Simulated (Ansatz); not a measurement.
Runs of Ansatz 0.2.0 on C. The structure is cubic, space group Fd-3m (No. 227). The conventional cell has a = 3.567 Å, b = 3.567 Å, c = 3.567 Å, α = 90.00°, β = 90.00°, γ = 90.00°. Around C (site symmetry -43m) lie 4 C at 1.54 Å. This isn't the form of C at room conditions, which is graphite.

| task | level | potentials or basis | spin | cell | k mesh | cutoff (eV) | smearing | q mesh | points for each segment of the path | other keys | gap on the mesh (eV) | pressure (GPa) |
| --- | --- | --- | --- | --- | --- | --- | --- | --- | --- | --- | --- | --- |
| atomic charges | B3LYP+D3(BJ)-ATM | JTH PAW LDA | off | as given | 8 × 8 × 8 | 780 | fixed | - | - | - | 5.97 | (c) |
| phonons | BPBE | Ansatz PAW | collinear, antiferromagnetic start | as given | 10 × 10 × 10 | 420 | gaussian 0.01 eV | 2 × 2 × 2 | 8 | - | 4.18 | - |
| single point | LDA | SSSP precision PAW | off | volume scaled by 0.88 | 13 × 13 × 13 | 612 | fermi-dirac 0.05 eV | - | - | - | 4.44 | (b) |
| atomic charges | HSE03 | SSSP precision PAW | off | as given | 10 × 10 × 10 | 612 | gaussian 0.15 eV | - | - | kpoints.mp_grid.grid = 10 × 10 × 10 | 5.09 | (a) |
| single point | LC-wPBE | SSSP precision PAW | off | as given | 8 × 8 × 8 | 612 | fermi-dirac 0.025 eV | - | - | scf.n_extra_bands = 16 | 10.63 | -12.6 |

Question: Fill in the values left out.

Answer: (a) -6.9; (b) 55.9; (c) -7.9.

Caveats: the thresholds are loose for stress (some runs); the PAW data sets come from PBE, with cores solved anew for the run's functional, which leaves a small shift of forces and pressure (some runs); odd divisions of the mesh miss points on the zone boundary, where band edges often lie, so the gap on the mesh can be too wide (some runs).

A k mesh can miss the band edges.
